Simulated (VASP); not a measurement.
Data:

```
CELL_PARAMETERS angstrom
      3.53859     0.00000     0.00000
     -1.76930     3.06451     0.00000
      0.00000     0.00000     5.71498
ATOMIC_POSITIONS crystal
  In 0.33333 0.66667 0.99798
  In 0.66667 0.33333 0.49798
  N  0.33333 0.66667 0.37702
  N  0.66667 0.33333 0.87702
```

Computed with PBEsol GGA, VASP's PBE PAW potentials (set 64) (plane waves; VASP). Settings: 620 eV cut-off, 10×10×6 Γ-centred mesh, first-order Methfessel-Paxton smearing of 0.10 eV, potentials In_d N.

Energy and stress use the plane-wave basis of the starting cell.

### Question
The ions, cell shape and volume at an external pressure of 5.0 GPa are relaxed. What does this cell relax into?

### Answer

```
CELL_PARAMETERS angstrom
      3.49863     0.00000     0.00000
     -1.74931     3.02990     0.00000
      0.00000     0.00000     5.65023
ATOMIC_POSITIONS crystal
  In 0.33333 0.66667 0.99800
  In 0.66667 0.33333 0.49800
  N  0.33333 0.66667 0.37700
  N  0.66667 0.33333 0.87700
```
Space group P6_3mc (186), at a tolerance of 0.03 Å.

### Question
How do energy and volume change from the first to the last step?

### Answer
The energy (σ→0) changes by +7.8 meV/atom and the volume by -3.4 %, in 3 ionic steps.

The structure was generated: InN was put into the wurtzite type (P6_3mc), which need not be its known phase. This run relaxes it under an external pressure of 5 GPa. Symmetry was kept, so distortions that lower it aren't found.
